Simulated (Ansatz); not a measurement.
# BN: the cost of one run

Computed with Ansatz 0.2.0 (DFT PBEsol, scalar-relativistic, plane waves, PAW, unless a step's input says otherwise).

### Step 1. The structure to begin with

It takes space group P-6m2 (No. 187, hexagonal). Conventional cell: a = 2.510 Å, b = 2.510 Å, c = 6.690 Å, α = 90.00°, β = 90.00°, γ = 120.00°. B (site symmetry -6m2) has 3 N at 1.45 Å as nearest neighbours. Around N (site symmetry -6m2) lie 3 B at 1.45 Å.

Coordinates:

```cif
data_structure
_symmetry_space_group_name_H-M 'P-6m2'
_symmetry_Int_Tables_number 187
_cell_length_a 2.5100
_cell_length_b 2.5100
_cell_length_c 6.6900
_cell_angle_alpha 90.000
_cell_angle_beta 90.000
_cell_angle_gamma 120.000
_cell_volume 36.50
loop_
_atom_site_label
_atom_site_type_symbol
_atom_site_symmetry_multiplicity
_atom_site_Wyckoff_symbol
_atom_site_fract_x
_atom_site_fract_y
_atom_site_fract_z
_atom_site_occupancy
B1 B 1 b 0.00000 0.00000 0.50000 1
B2 B 1 c 0.33333 0.66667 0.00000 1
N1 N 1 a 0.00000 0.00000 0.00000 1
N2 N 1 f 0.66667 0.33333 0.50000 1
```

Source of the structure: the Crystallography Open Database.

### Step 2. Probe: one point at the start

The input, input.yaml:

```yaml
crystal:
  lattice:
    - [2.5099983704, 0.0, 0.0]
    - [-1.2549991852, 2.1737223522, 0.0]
    - [0.0, 0.0, 6.69]
  atoms:
    - { symbol: B, position: [0.0, 0.0, 0.5] }
    - { symbol: B, position: [0.3333333333, 0.6666666667, 0.0] }
    - { symbol: "N", position: [0.0, 0.0, 0.0] }
    - { symbol: "N", position: [0.6666666667, 0.3333333333, 0.5] }
basis:
  ecutwfc: 420
kpoints:
  mp_grid: { grid: [9, 9, 4] }
hamiltonian:
  xc: pbesol
scf:
  occupations: { method: gaussian, width: 0.1 }
output:
  forces: true
  stress: true
  eigenvalues: true
```

On the command line:

```sh
$ ansatz run input.yaml --threads 1 --pin off --max-ram 1228MiB --backend cpu --events-out ev --progress --plain --runs-dir out
```

Q: Estimate wall time and peak memory on 1 thread of an Arm CPU, shared host.

About 1.9 s, with a peak of 0.28 GiB.
